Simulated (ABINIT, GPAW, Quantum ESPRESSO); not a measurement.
The band gap of TiO2, sorted by core time

```
CELL_PARAMETERS angstrom
4.59984 0.00000 0.00000
0.00000 4.59984 0.00000
0.00000 0.00000 2.95921
ATOMIC_POSITIONS crystal
Ti 0.00000 0.00000 0.50000
Ti 0.50000 0.50000 0.00000
O 0.30432 0.30432 0.50000
O 0.19568 0.80432 0.00000
O 0.80432 0.19568 0.00000
O 0.69568 0.69568 0.50000
```

| rung | level | program and potentials | cutoff (eV) | k mesh | task | core time | chip | band gap (eV) | miss (eV) | notes |
| --- | --- | --- | --- | --- | --- | --- | --- | --- | --- | --- |
| GGA | PBE | ABINIT, JTH PAW PBE v2.0 | 626 | 2 × 2 × 4 | single point | 38 s | Arm Neoverse V2 | 1.82 | -1.23 | coarse mesh |
| GGA | PBEint | GPAW, PAW data sets generated for this functional | 800 | 4 × 4 × 6 | band structure | 1.8 min | Intel Xeon Platinum 8375C Ice Lake | 1.85 | -1.20 | coarse mesh |
| non-local van der Waals functional | optB88-vdW | GPAW, GPAW PAW data sets (gpaw-data 1.2.1) | 800 | 4 × 4 × 6 | band structure | 1.9 min | AMD EPYC 7R13 Zen 3 | 1.85 | -1.20 | coarse mesh; potentials made for PBE |
| GGA | OLYP | GPAW, PAW data sets generated for this functional | 800 | 4 × 4 × 6 | band structure | 2.2 min | Arm Neoverse V2 | 1.90 | -1.15 | coarse mesh |
| meta-GGA | MS2 | GPAW, GPAW PAW data sets (gpaw-data 1.2.1) | 800 | 4 × 4 × 6 | band structure | 4.8 min | Arm Neoverse V2 | 2.25 | -0.80 | coarse mesh; potentials made for PBE |
| GGA | PBE | Quantum ESPRESSO, PseudoDojo 0.4.1 SR PBE standard | 1143 | 6 × 6 × 9 | band structure | 7.1 min | Arm Neoverse V1 | (a) | ? | - |

Times are single runs on shared hosts and different chips, so they are rough; meshes, cutoffs and the tasks' sizes weigh on the time. All rows: no spin polarisation. Gaps are the least found on the k mesh or the band path, and a mesh can miss the band edges. Meshes differ between rows, which moves values too. All levels ran on this one cell, unrelaxed unless noted. Meshes are those of the run's cell of 6 atoms unless a note names another. Misses use the values as printed. Runs on faulty files, with rough fits or with known faults for this quantity aren't shown. No row holds spin-orbit coupling.

Measured: 3.05 eV (arxiv:2112.05953). The runs are for a static lattice.

**Question.** Estimate the value left out from the other rows.

**Answer.** (a) 1.88 eV, miss -1.17.
